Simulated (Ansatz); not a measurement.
GaSb:

```
Sb Ga
1.0
    -2.75343    2.75343    1.59071
     2.75343   -2.75343    1.59071
     2.75343    2.75343   -1.59071
Sb Ga
1 1
Cartesian
  0.0000 0.0000 0.0000
  0.0000 2.7534 0.7954
```

Measurements of this composition are mostly on another form, of space group No. 216.

| Quantity | Value |
| --- | --- |
| Program | Ansatz 0.2.0 |
| Task | relaxation of cell and atoms |
| Functional | PBEsol |
| Potentials or basis | all-electron LAPW, scalar-relativistic |
| Basis error allowed | 0.001 eV/atom |
| k mesh | 10 × 10 × 10 |
| Occupations | fermi-dirac, width 0.05 eV |
| Spin | no spin polarisation |

At the start: volume 24.12 Å³/atom.

Where does the relaxation end?

Over 5 steps the energy falls by 12.5 meV/atom and the volume is 22.86 Å³/atom (-5.2 %); space group I-4m2 (No. 119, to 0.05 Å).

Step by step:
```tsv
step	energy change (eV)	largest force (eV/Å)	volume (Å³)
1	0.0000	0.0000	48.24
2	-0.0196	0.0000	44.60
3	-0.0249	0.0000	45.83
4	-0.0250	0.0000	45.71
5	-0.0250	0.0000	45.71
```

Final structure:
```
Sb Ga
1.0
    -2.71747    2.71747    1.54760
     2.71747   -2.71747    1.54760
     2.71747    2.71747   -1.54760
Sb Ga
1 1
Direct
  0.00000 0.00000 0.00000
  0.75000 0.25000 0.50000
```
